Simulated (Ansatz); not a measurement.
# Nb(100) with 4 layers of random Nb-Al, 2x2: scattering by chemical disorder

How strongly does chemical disorder scatter in Nb(100) with 4 layers of random Nb-Al, 2x2?

Calculated with Ansatz 0.2.0; Ansatz plane-wave DFT, PBE, PAW files; ballistic transport by layer matching (Landauer), zero bias; PAW set soft_1.

## (1) Starting point

The cell holds 56 atoms: 48 Nb and 8 Al. Cell: a = 6.613 Å, b = 6.613 Å, c = 23.144 Å, α = 90.0°, β = 90.0°, γ = 90.0°. It derives from Nb. Regions: lead, 40 atoms (40 Nb); scattering region, 16 atoms (8 Al and 8 Nb). The structure is stacked along c, and the current runs across the ab planes.

## (2) With 4 alloy layers

In 4 layers a share of 0.5 of the sites is given to Al at random. The layers about the cell's end stay perfect and serve as the lead. Disorder leaves little or no symmetry, which makes such runs dear. Energies from -0.05 to 0.05 eV in steps of 0.05 eV are too few for the program's thermal sum, so it prints no conductance; for a metal the transmission near the Fermi level serves, at a fraction of the cost.

Contents of input.yaml:

```yaml
crystal:
  lattice:
    - [6.6126, 0.0, 0.0]
    - [0.0, 6.6126, 0.0]
    - [0.0, 0.0, 23.1441]
  atoms:
    - { symbol: Nb, position: [0.0, 0.0, 0.0357142857] }
    - { symbol: Nb, position: [0.0, 0.5, 0.0357142857] }
    - { symbol: Nb, position: [0.5, 0.0, 0.0357142857] }
    - { symbol: Nb, position: [0.5, 0.5, 0.0357142857] }
    - { symbol: Nb, position: [0.25, 0.25, 0.1071428571] }
    - { symbol: Nb, position: [0.25, 0.75, 0.1071428571] }
    - { symbol: Nb, position: [0.75, 0.25, 0.1071428571] }
    - { symbol: Nb, position: [0.75, 0.75, 0.1071428571] }
    - { symbol: Nb, position: [0.0, 0.0, 0.1785714286] }
    - { symbol: Nb, position: [0.0, 0.5, 0.1785714286] }
    - { symbol: Nb, position: [0.5, 0.0, 0.1785714286] }
    - { symbol: Nb, position: [0.5, 0.5, 0.1785714286] }
    - { symbol: Nb, position: [0.25, 0.25, 0.25] }
    - { symbol: Nb, position: [0.25, 0.75, 0.25] }
    - { symbol: Nb, position: [0.75, 0.25, 0.25] }
    - { symbol: Nb, position: [0.75, 0.75, 0.25] }
    - { symbol: Nb, position: [0.0, 0.0, 0.3214285714] }
    - { symbol: Nb, position: [0.0, 0.5, 0.3214285714] }
    - { symbol: Nb, position: [0.5, 0.0, 0.3214285714] }
    - { symbol: Nb, position: [0.5, 0.5, 0.3214285714] }
    - { symbol: Al, position: [0.25, 0.25, 0.3928571429] }
    - { symbol: Nb, position: [0.25, 0.75, 0.3928571429] }
    - { symbol: Nb, position: [0.75, 0.25, 0.3928571429] }
    - { symbol: Nb, position: [0.75, 0.75, 0.3928571429] }
    - { symbol: Al, position: [0.0, 0.0, 0.4642857143] }
    - { symbol: Nb, position: [0.0, 0.5, 0.4642857143] }
    - { symbol: Al, position: [0.5, 0.0, 0.4642857143] }
    - { symbol: Al, position: [0.5, 0.5, 0.4642857143] }
    - { symbol: Al, position: [0.25, 0.25, 0.5357142857] }
    - { symbol: Nb, position: [0.25, 0.75, 0.5357142857] }
    - { symbol: Nb, position: [0.75, 0.25, 0.5357142857] }
    - { symbol: Nb, position: [0.75, 0.75, 0.5357142857] }
    - { symbol: Al, position: [0.0, 0.0, 0.6071428571] }
    - { symbol: Al, position: [0.0, 0.5, 0.6071428571] }
    - { symbol: Nb, position: [0.5, 0.0, 0.6071428571] }
    - { symbol: Al, position: [0.5, 0.5, 0.6071428571] }
    - { symbol: Nb, position: [0.25, 0.25, 0.6785714286] }
    - { symbol: Nb, position: [0.25, 0.75, 0.6785714286] }
    - { symbol: Nb, position: [0.75, 0.25, 0.6785714286] }
    - { symbol: Nb, position: [0.75, 0.75, 0.6785714286] }
    - { symbol: Nb, position: [0.0, 0.0, 0.75] }
    - { symbol: Nb, position: [0.0, 0.5, 0.75] }
    - { symbol: Nb, position: [0.5, 0.0, 0.75] }
    - { symbol: Nb, position: [0.5, 0.5, 0.75] }
    - { symbol: Nb, position: [0.25, 0.25, 0.8214285714] }
    - { symbol: Nb, position: [0.25, 0.75, 0.8214285714] }
    - { symbol: Nb, position: [0.75, 0.25, 0.8214285714] }
    - { symbol: Nb, position: [0.75, 0.75, 0.8214285714] }
    - { symbol: Nb, position: [0.0, 0.0, 0.8928571429] }
    - { symbol: Nb, position: [0.0, 0.5, 0.8928571429] }
    - { symbol: Nb, position: [0.5, 0.0, 0.8928571429] }
    - { symbol: Nb, position: [0.5, 0.5, 0.8928571429] }
    - { symbol: Nb, position: [0.25, 0.25, 0.9642857143] }
    - { symbol: Nb, position: [0.25, 0.75, 0.9642857143] }
    - { symbol: Nb, position: [0.75, 0.25, 0.9642857143] }
    - { symbol: Nb, position: [0.75, 0.75, 0.9642857143] }
kpoints:
  mp_grid: { grid: [4, 4, 1] }
hamiltonian:
  xc: pbe
  pseudopotentials: { kind: paw, azcp: { folder: soft_1 } }
scf:
  occupations: { method: fermi_dirac, width: 0.1 }
output:
  transmission: { leads: [[0, 4]], kmesh: [8, 8], e_range: [-0.05, 0.05], de: 0.05 }
  write_potential: true
  write_density: true
  volumetric_format: npy
```

Command:

```console
$ ansatz run input.yaml --threads 4 --pin off --max-ram 15360MiB --backend cpu --events-out ev --progress --plain --runs-dir out
```

Numbers of over 12 decimals in the logs are rounded to 6 here.

Log:

```text
Engine: ansatz 0.2.0, x86_64-unknown-linux-gnu
Pseudopotentials: kind: paw
Pseudopotential: Nb, paw, valence charge 13, recommended cutoff 420 eV (normal), soft_1/Nb.paw.azcp
Pseudopotential: Al, paw, valence charge 3, recommended cutoff 420 eV (normal), soft_1/Al.paw.azcp
Functional definition: PBE
  parameter kappa = 0.804
  parameter beta = 0.066725
  exchange = pbe_x(kappa = kappa, mu = beta*pi^2/3)
  correlation = pbe_c(beta = beta)
Crystal: 56 atoms, lattice volume = 1012.010 Å³
Basis set: ecut = 420 eV, 19757 PW (Γ)
Bands: 389, of which v1, the nominal top of the filled ones, is band 324 counted from 1 (323 counted from 0)
Symmetry: 2 space group operations
Space group: Cm (ITA 8), of the structure as read, at distance tolerance 1.0e-4 Å
k-points: 7 of 16 (time reversal used)
Non-local potential: Nb, projectors of the file, l = 0: 3, l = 1: 2, l = 2: 2, l = 3: 1
Non-local potential: Al, projectors of the file, l = 0: 2, l = 1: 2, l = 2: 1
PAW form: soft (Blöchl's): semilocal exchange-correlation on the pseudo side does not see the compensation charge
PAW one-centre angular grid: Nb, 590 points (default); XC on 64 Gauss nodes
PAW one-centre angular grid: Al, 110 points (default); XC on 64 Gauss nodes
Initial density: superposition of atomic densities (chi_scale 0.1, normalization cell, long waves kept (reshape's long-wave potential 0.01 eV rms))
Initial wavefunctions: pseudopotential atomic-orbital guess
Functional: x = pbe(κ = 0.804, μ = 0.219515), c = pbe(β = 0.066725)
SCF iter   1: F=—  HF=-222840.964041 eV  |F-HF|=—  |Δ(HF+E_count)|=         —  Δρ=7.72e-2  dr2=2.41e2  ethr=3.10e-3  ⟨swp⟩=6.4  Hψ=11126  notcnv=0
preconditioner: auto → Kerker (q_TF=auto, 2.533 Å⁻¹)  [metal: Δε(μ)=0.018 eV  Ē_g=3.881 eV  σ=0.100 eV  W_gap=0.05  n_scr=286 (ndim 8)  ℏωp=19.0 eV  f_vac=0.000  D(μ)=54.92/eV (n_scr^D=538)]
SCF iter   2: F=—  HF=-222822.321480 eV  |F-HF|=—  |Δ(HF+E_count)|=    1.86e1  Δρ=4.46e-2  dr2=7.46e1  ethr=3.10e-3  ⟨swp⟩=3.0  Hψ=5336  notcnv=0  defer=16
SCF iter   3: F=—  HF=-222815.159923 eV  |F-HF|=—  |Δ(HF+E_count)|=    7.16e0  Δρ=8.63e-3  dr2=3.13e0  ethr=3.10e-3  ⟨swp⟩=5.3  Hψ=6032  notcnv=0  defer=15
SCF iter   4: F=—  HF=-222815.034377 eV  |F-HF|=—  |Δ(HF+E_count)|=   1.26e-1  Δρ=3.02e-3  dr2=1.11e0  ethr=4.82e-4  ⟨swp⟩=3.3  Hψ=3720  notcnv=0
SCF iter   5: F=—  HF=-222815.018621 eV  |F-HF|=—  |Δ(HF+E_count)|=   1.58e-2  Δρ=1.84e-3  dr2=5.77e-1  ethr=1.71e-4  ⟨swp⟩=1.0  Hψ=2723  notcnv=0
SCF iter   6: F=—  HF=-222815.008995 eV  |F-HF|=—  |Δ(HF+E_count)|=   9.63e-3  Δρ=8.50e-4  dr2=1.08e-1  ethr=8.91e-5  ⟨swp⟩=1.0  Hψ=2723  notcnv=0
SCF iter   7: F=—  HF=-222815.006854 eV  |F-HF|=—  |Δ(HF+E_count)|=   2.14e-3  Δρ=1.97e-4  dr2=5.62e-3  ethr=1.67e-5  ⟨swp⟩=1.0  Hψ=2723  notcnv=0
SCF iter   8: F=—  HF=-222815.006750 eV  |F-HF|=—  |Δ(HF+E_count)|=   1.04e-4  Δρ=2.16e-5  dr2=6.20e-6  ethr=8.68e-7  ⟨swp⟩=1.1  Hψ=2724  notcnv=0
SCF iter   9: F=—  HF=-222815.006133 eV  |F-HF|=—  |Δ(HF+E_count)|=   6.18e-4  Δρ=5.95e-6  dr2=1.03e-6  ethr=9.57e-10  ⟨swp⟩=2.0  Hψ=4816  notcnv=0
SCF iter  10: F=-222815.006132 eV  HF=-222815.006132 eV  |F-HF|=2.48e-8  |Δ(HF+E_count)|=   9.94e-8  Δρ=9.67e-7  dr2=2.96e-8  ethr=1.54e-11  ⟨swp⟩=10.0  Hψ=8157  notcnv=0
SCF 1 converged in 10 iterations: F = -222815.006132 eV  dr2 = 2.96e-8
  greatest PAW one-centre occupation: 0.998 electrons in one spin orbital (limit 2), on the Nb atom at site 42 (counted from 0), in its partial waves of l = 0
transmission: 90 of 882 steps passed
transmission: 180 of 882 steps passed
[...]
transmission: 882 of 882 steps passed
SCF converged after 10 iterations
Free energy (F): -222815.006132 eV
Harris-Foulkes:  -222815.006132 eV  (|F-HF|=2.48e-8)
Internal energy: -222812.861724 eV  (E = F + TS)
E sigma→0 (E₀):  -222813.933928 eV
Entropy (-TS):   -2.144408 eV (-38.293 meV/atom)
Fermi energy:    16.215209 eV
--- Per-component energies (eV) ---
  E_band       = -3981.703281
  E_kinetic    = 18074.648413
  E_local      = -61334.308394  (includes V_loc(G=0)·N_el)
  E_nonlocal   = 4636.278264
  E_hartree    = 25090.087497
  E_xc         = -8251.757049
  E_vxc        = -9858.475666  (∫ρ·V_xc dr)
  E_paw        = -151700.935795  (= ΣΔE_a)
  E_vpaw       = -5680.032797  (= ΣTr[D̂ρ^β])
  E_aug_tail   = 0.001872  (compensation charges beyond the density's cutoff)
  E_ewald      = -49326.876532
  E_smearing   = -2.144408  (= −TS)
  E_closure    = 0.000000  (closes the sum)
  Σ components = -222815.006132   (vs F -222815.006132, Δ=0.00e0)
--- Band table (eV; the first three rows and the last of 7) ---
  k-point 0: bands = [... 320 lower, 16.5521, 16.5725, 16.6128, 16.6253, 16.6332, 16.6443, 16.6493, 16.7359, ... 61 higher]
  k-point 1: bands = [... 320 lower, 16.3977, 16.4386, 16.4632, 16.4778, 16.4856, 16.5149, 16.5179, 16.5793, ... 61 higher]
  k-point 2: bands = [... 320 lower, 16.1304, 16.1459, 16.1496, 16.1759, 16.1894, 16.2086, 16.2491, 16.2820, ... 61 higher]
  k-point 6: bands = [... 320 lower, 15.5831, 15.6162, 15.6301, 15.6478, 15.6609, 15.6869, 15.7004, 15.7103, ... 61 higher]
--- Transmission ---
  basis      : 385 plane waves across, 42 finite elements along
  points     : 21, standing for a mesh of 8 x 8
  energies   : 3 from -0.050000 to 0.050000 eV about the Fermi level, 0.050000 eV apart; the leads are filled to 0.000000 eV, and channels, transmission and decay are at 0.000000 eV
  crystal 0  : Nb4, at the sites [0, 4], period 1.6531 Å, over 16.53 Å; its Hamiltonian steps by up to 23.6 meV
    offset         : up to 0.0000 Å between an atom of the period and one for which it stands
    channels       : 1.085938e1 a spin
    conductance    : none, the energies end too early or step too widely for 300 K: set another output.transmission.e_range or a lower de, or, where they end at an eighth of basis.ecutwfc, a higher one
  junction   : crystal 0 to crystal 0, 0.70 to 22.19 Å
    transmission   : 2.538562e0 a spin
    conductance    : none, the energies end too early or step too widely for 300 K: set another output.transmission.e_range or a lower de, or, where they end at an eighth of basis.ecutwfc, a higher one
```

The job ended after 6.7 min (4 threads of AMD EPYC 9R14 (Zen 4), shared host; peak memory 7.2 GiB; 22 min of CPU time).

The column dr2 measures how far the density is from self-consistency, as an energy; F and HF (Harris–Foulkes) agree once it is small.

This step gave:

* free energy: -222815.0061 eV
* energy at zero smearing: -222813.9339 eV
* Fermi energy: 16.22 eV
* cell area: 43.73 Å²
* transmission per spin nearest the Fermi level: 2.539
* open channels per spin nearest the Fermi level: 10.86
* step of the lead's potential: 23.6 meV

Per spin. Table of transmission, zone mean by energy, zero at the Fermi level:

```csv
energy (eV),"transmission, zone mean"
-0.0500,2.68
0.0000,2.54
0.0500,2.45
```

Per spin. The open channels, zone mean, lead by energy, zero at the Fermi level:

```csv
energy (eV),"open channels, zone mean, lead"
-0.0500,11.7
0.0000,10.9
0.0500,10.2
```

Transmission over k1 and k2. At 0.0000 eV from the Fermi level.

Ten even steps from '0' (0.91) to '9' (4.29):
```
01346541
13587554
34897555
56779776
35557984
14557853
01456431
00135310
```
Columns: k1 (b1) from -0.5 to 0.375; rows upwards: k2 (b2) from -0.5 to 0.375.

Open channels over k1 and k2. At 0.0000 eV from the Fermi level.

Ten even steps from '0' (4.0) to '9' (14.0):
```
05599955
65689865
69877789
99977799
69877789
65689865
05599955
00669660
```
Columns: k1 (b1) from -0.5 to 0.375; rows upwards: k2 (b2) from -0.5 to 0.375.

Over the solved energies the transmission per spin lies between 2.45 and 2.68, out of 10.9 channels of the lead on average (up to 11.7).

## (3) With 8 alloy layers

In 8 layers a share of 0.5 of the sites is given to Al at random. A fresh draw is used; the growth of the resistance with length is what counts.

System of this step: Nb(100) with 8 layers of random Nb-Al, 2x2. The cell holds 72 atoms: 56 Nb and 16 Al. Its edges and angles: a = 6.613 Å, b = 6.613 Å, c = 29.757 Å, α = 90.0°, β = 90.0°, γ = 90.0°. It derives from Nb. Regions: lead, 40 atoms (40 Nb); scattering region, 32 atoms (16 Nb and 16 Al). The structure is stacked along c, and the current runs across the ab planes.

Contents of input.yaml:

```yaml
crystal:
  lattice:
    - [6.6126, 0.0, 0.0]
    - [0.0, 6.6126, 0.0]
    - [0.0, 0.0, 29.7567]
  atoms:
    - { symbol: Nb, position: [0.0, 0.0, 0.0277777778] }
    - { symbol: Nb, position: [0.0, 0.5, 0.0277777778] }
    - { symbol: Nb, position: [0.5, 0.0, 0.0277777778] }
    - { symbol: Nb, position: [0.5, 0.5, 0.0277777778] }
    - { symbol: Nb, position: [0.25, 0.25, 0.0833333333] }
    - { symbol: Nb, position: [0.25, 0.75, 0.0833333333] }
    - { symbol: Nb, position: [0.75, 0.25, 0.0833333333] }
    - { symbol: Nb, position: [0.75, 0.75, 0.0833333333] }
    - { symbol: Nb, position: [0.0, 0.0, 0.1388888889] }
    - { symbol: Nb, position: [0.0, 0.5, 0.1388888889] }
    - { symbol: Nb, position: [0.5, 0.0, 0.1388888889] }
    - { symbol: Nb, position: [0.5, 0.5, 0.1388888889] }
    - { symbol: Nb, position: [0.25, 0.25, 0.1944444444] }
    - { symbol: Nb, position: [0.25, 0.75, 0.1944444444] }
    - { symbol: Nb, position: [0.75, 0.25, 0.1944444444] }
    - { symbol: Nb, position: [0.75, 0.75, 0.1944444444] }
    - { symbol: Nb, position: [0.0, 0.0, 0.25] }
    - { symbol: Nb, position: [0.0, 0.5, 0.25] }
    - { symbol: Nb, position: [0.5, 0.0, 0.25] }
    - { symbol: Nb, position: [0.5, 0.5, 0.25] }
    - { symbol: Nb, position: [0.25, 0.25, 0.3055555556] }
    - { symbol: Nb, position: [0.25, 0.75, 0.3055555556] }
    - { symbol: Nb, position: [0.75, 0.25, 0.3055555556] }
    - { symbol: Al, position: [0.75, 0.75, 0.3055555556] }
    - { symbol: Al, position: [0.0, 0.0, 0.3611111111] }
    - { symbol: Nb, position: [0.0, 0.5, 0.3611111111] }
    - { symbol: Al, position: [0.5, 0.0, 0.3611111111] }
    - { symbol: Nb, position: [0.5, 0.5, 0.3611111111] }
    - { symbol: Al, position: [0.25, 0.25, 0.4166666667] }
    - { symbol: Al, position: [0.25, 0.75, 0.4166666667] }
    - { symbol: Nb, position: [0.75, 0.25, 0.4166666667] }
    - { symbol: Al, position: [0.75, 0.75, 0.4166666667] }
    - { symbol: Nb, position: [0.0, 0.0, 0.4722222222] }
    - { symbol: Nb, position: [0.0, 0.5, 0.4722222222] }
    - { symbol: Nb, position: [0.5, 0.0, 0.4722222222] }
    - { symbol: Al, position: [0.5, 0.5, 0.4722222222] }
    - { symbol: Al, position: [0.25, 0.25, 0.5277777778] }
    - { symbol: Al, position: [0.25, 0.75, 0.5277777778] }
    - { symbol: Al, position: [0.75, 0.25, 0.5277777778] }
    - { symbol: Al, position: [0.75, 0.75, 0.5277777778] }
    - { symbol: Nb, position: [0.0, 0.0, 0.5833333333] }
    - { symbol: Nb, position: [0.0, 0.5, 0.5833333333] }
    - { symbol: Al, position: [0.5, 0.0, 0.5833333333] }
    - { symbol: Al, position: [0.5, 0.5, 0.5833333333] }
    - { symbol: Al, position: [0.25, 0.25, 0.6388888889] }
    - { symbol: Nb, position: [0.25, 0.75, 0.6388888889] }
    - { symbol: Nb, position: [0.75, 0.25, 0.6388888889] }
    - { symbol: Nb, position: [0.75, 0.75, 0.6388888889] }
    - { symbol: Nb, position: [0.0, 0.0, 0.6944444444] }
    - { symbol: Nb, position: [0.0, 0.5, 0.6944444444] }
    - { symbol: Al, position: [0.5, 0.0, 0.6944444444] }
    - { symbol: Al, position: [0.5, 0.5, 0.6944444444] }
    - { symbol: Nb, position: [0.25, 0.25, 0.75] }
    - { symbol: Nb, position: [0.25, 0.75, 0.75] }
    - { symbol: Nb, position: [0.75, 0.25, 0.75] }
    - { symbol: Nb, position: [0.75, 0.75, 0.75] }
    - { symbol: Nb, position: [0.0, 0.0, 0.8055555556] }
    - { symbol: Nb, position: [0.0, 0.5, 0.8055555556] }
    - { symbol: Nb, position: [0.5, 0.0, 0.8055555556] }
    - { symbol: Nb, position: [0.5, 0.5, 0.8055555556] }
    - { symbol: Nb, position: [0.25, 0.25, 0.8611111111] }
    - { symbol: Nb, position: [0.25, 0.75, 0.8611111111] }
    - { symbol: Nb, position: [0.75, 0.25, 0.8611111111] }
    - { symbol: Nb, position: [0.75, 0.75, 0.8611111111] }
    - { symbol: Nb, position: [0.0, 0.0, 0.9166666667] }
    - { symbol: Nb, position: [0.0, 0.5, 0.9166666667] }
    - { symbol: Nb, position: [0.5, 0.0, 0.9166666667] }
    - { symbol: Nb, position: [0.5, 0.5, 0.9166666667] }
    - { symbol: Nb, position: [0.25, 0.25, 0.9722222222] }
    - { symbol: Nb, position: [0.25, 0.75, 0.9722222222] }
    - { symbol: Nb, position: [0.75, 0.25, 0.9722222222] }
    - { symbol: Nb, position: [0.75, 0.75, 0.9722222222] }
kpoints:
  mp_grid: { grid: [4, 4, 1] }
hamiltonian:
  xc: pbe
  pseudopotentials: { kind: paw, azcp: { folder: soft_1 } }
scf:
  occupations: { method: fermi_dirac, width: 0.1 }
output:
  transmission: { leads: [[0, 4]], kmesh: [8, 8], e_range: [-0.05, 0.05], de: 0.05 }
  write_potential: true
  write_density: true
  volumetric_format: npy
```

Log:

```text
[...]
Crystal: 72 atoms, lattice volume = 1301.156 Å³
Basis set: ecut = 420 eV, 25467 PW (Γ)
Bands: 466, of which v1, the nominal top of the filled ones, is band 388 counted from 1 (387 counted from 0)
Symmetry: 1 space group operations
[...]
k-points: 10 of 16 (time reversal used)
[...]
SCF iter   1: F=—  HF=-263567.931693 eV  |F-HF|=—  |Δ(HF+E_count)|=         —  Δρ=7.56e-2  dr2=6.74e2  ethr=3.10e-3  ⟨swp⟩=6.0  Hψ=18990  notcnv=0  defer=4
[...]
SCF iter  11: F=-263535.288035 eV  HF=-263535.288035 eV  |F-HF|=2.58e-8  |Δ(HF+E_count)|=   6.52e-9  Δρ=6.17e-7  dr2=2.74e-8  ethr=1.29e-11  ⟨swp⟩=10.8  Hψ=13776  notcnv=0
SCF 1 converged in 11 iterations: F = -263535.288035 eV  dr2 = 2.74e-8
[...]
transmission: 189 of 1836 steps passed
transmission: 369 of 1836 steps passed
[...]
transmission: 1836 of 1836 steps passed
SCF converged after 11 iterations
Free energy (F): -263535.288035 eV
[...]
Internal energy: -263532.672441 eV  (E = F + TS)
E sigma→0 (E₀):  -263533.980238 eV
Entropy (-TS):   -2.615594 eV (-36.328 meV/atom)
Fermi energy:    15.367405 eV
[...]
--- Band table (eV; the first three rows and the last of 10) ---
  k-point 0: bands = [... 384 lower, 15.7046, 15.7047, 15.7315, 15.7425, 15.7676, 15.7971, 15.8230, 15.8374, ... 74 higher]
  k-point 1: bands = [... 384 lower, 15.5281, 15.5410, 15.5637, 15.6028, 15.6195, 15.6332, 15.6706, 15.6904, ... 74 higher]
  k-point 2: bands = [... 384 lower, 15.2789, 15.2996, 15.3079, 15.3399, 15.3444, 15.3625, 15.3662, 15.3843, ... 74 higher]
  k-point 9: bands = [... 384 lower, 14.8047, 14.8070, 14.8337, 14.8437, 14.8571, 14.8865, 14.8975, 14.9196, ... 74 higher]
--- Transmission ---
  basis      : 385 plane waves across, 54 finite elements along
  points     : 34, standing for a mesh of 8 x 8
[...]
channels       : 1.085938e1 a spin
[...]
junction   : crystal 0 to crystal 0, 0.70 to 28.80 Å
    transmission   : 1.812581e0 a spin
[...]
```

The job ended after 13 min (4 threads; peak memory 11 GiB; 44 min of CPU time).

Numbers from this step:

* free energy: -263535.2880 eV
* energy at zero smearing: -263533.9802 eV
* Fermi energy: 15.37 eV
* transmission per spin nearest the Fermi level: 1.813
* step of the lead's potential: 19.8 meV

Per spin. Table of transmission, zone mean by energy, zero at the Fermi level:

```csv
energy (eV),"transmission, zone mean"
-0.0500,1.92
0.0000,1.81
0.0500,1.75
```

Over the solved energies the transmission per spin lies between 1.75 and 1.92, out of 11.0 channels of the lead on average (up to 11.7).

[end of part 1 of 2]

[Logs are printed without paths, hosts, clocks, repeated set-up lines and the standing remarks that a program may print on its own settings, such as how far it seeks lower states.]

[Hosts, paths, dates, database ids (printed as entryN), source tags and the programs' standing remarks are cut or masked in the printed files.]
